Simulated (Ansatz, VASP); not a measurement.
## KBr in VASP and in Ansatz

```
CELL_PARAMETERS angstrom
4.04350 0.00000 0.00000
0.00000 4.04350 0.00000
0.00000 0.00000 4.04350
ATOMIC_POSITIONS crystal
K 0.00000 0.00000 0.00000
Br 0.50000 0.50000 0.50000
```

Measurements of this composition are mostly on another form, of space group No. 225.

Alike in both runs: task single point; functional LDA; k mesh 6 × 6 × 6; occupations fermi-dirac, width 0.01 eV; no spin polarisation.

|  | VASP | Ansatz |
| --- | --- | --- |
| version | VASP 6.6.1 | Ansatz 0.2.0 |
| potentials or method | VASP PAW LDA potentials, release 64 (K_sv, Br), cutoff 520 eV | all-electron LAPW, scalar-relativistic |

|  | VASP | Ansatz | Ansatz less VASP |
| --- | --- | --- | --- |
| gap on the k mesh at the Fermi level (eV) | 3.48 | 3.47 | -0.008 |
| pressure (GPa) | -2.7 | -2.6 | +0.02 |

Ansatz ran all-electron here, so the differences hold the error of VASP's frozen core and of both bases.

A k mesh can miss the band edges. LDA gaps usually lie below the measured ones, often by a third to a half.
